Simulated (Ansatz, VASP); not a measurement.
# One calculation of Cr, two programs

```xyz
4
Lattice="2.8813 0.0000 0.0000 -1.4406 2.4953 0.0000 0.0000 0.0000 7.8474" Properties=species:S:1:pos:R:3 pbc="T T T"
Cr    0.0000    0.0000    1.9618
Cr    0.0000    0.0000    5.8855
Cr    0.0000    1.6635    5.8855
Cr    1.4406    0.8318    1.9618
```

Alike in both runs: task relaxation of cell and atoms; functional PBEsol; k mesh 6 × 6 × 2; occupations gaussian, width 0.1 eV; no spin polarisation.

|  | VASP | Ansatz |
| --- | --- | --- |
| version | VASP 6.6.1 | Ansatz 0.2.0 |
| potentials or method | VASP PAW PBE potentials, release 64 (Cr_pv) | scalar-relativistic, plane waves, PAW |
| plane-wave cutoff (eV) | 600 | 420 |
| valence electrons in the cell | 48 | 56 |

```csv
,VASP,Ansatz,Ansatz less VASP
"gap on the k mesh at the Fermi level, each at its own relaxed structure (eV)",none,none,-
relaxed volume (Å³/atom),13.30,13.31,+0.009
relaxed cell length with the largest relative difference (Å),4.374,4.371,-0.0035
energy change over the relaxation (meV/atom),-4691,-3955,+736.0
```

A gap of «none» marks a metal or a gap that the smearing closes. The two sets of potentials don't hold the same shells in valence.

Caveats: the k mesh is coarse (spacing up to 0.42 Å⁻¹), so the values aren't converged; the PAW data sets were made with another functional, which shifts forces and pressure a little (VASP); the run has no spin polarisation, though such a crystal can be magnetic. Spin polarisation is off, so any magnetic state and its effect on volume and gap are missing.
